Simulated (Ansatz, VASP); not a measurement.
## Au in VASP and in Ansatz

```
CELL_PARAMETERS angstrom
0.00000 2.02415 2.02415
2.02415 0.00000 2.02415
2.02415 2.02415 0.00000
ATOMIC_POSITIONS crystal
Au 0.00000 0.00000 0.00000
```

Alike in both runs: functional LDA; k mesh 18 × 18 × 18; occupations gaussian, width 0.1 eV; no spin polarisation.

Ansatz relaxed the structure, and its values are those at the end. VASP's run is a single point on that final structure, the one shown.

|  | VASP | Ansatz |
| --- | --- | --- |
| version | VASP 6.6.1 | Ansatz 0.2.0 |
| potentials or method | VASP PAW LDA potentials, release 64 (Au) | scalar-relativistic, plane waves, PAW |
| plane-wave cutoff (eV) | 520 | 420 |
| valence electrons in the cell | 11 | 19 |

VASP gave:

- gap on the k mesh at the Fermi level (eV): none
- pressure (GPa): 0.5

Which values does Ansatz return?

gap on the k mesh at the Fermi level (eV): none; pressure (GPa): 0.0.

A gap of «none» marks a metal or a gap that the smearing closes. The two sets of potentials don't hold the same shells in valence.

Spin-orbit coupling is left out, which matters for the levels of Au.
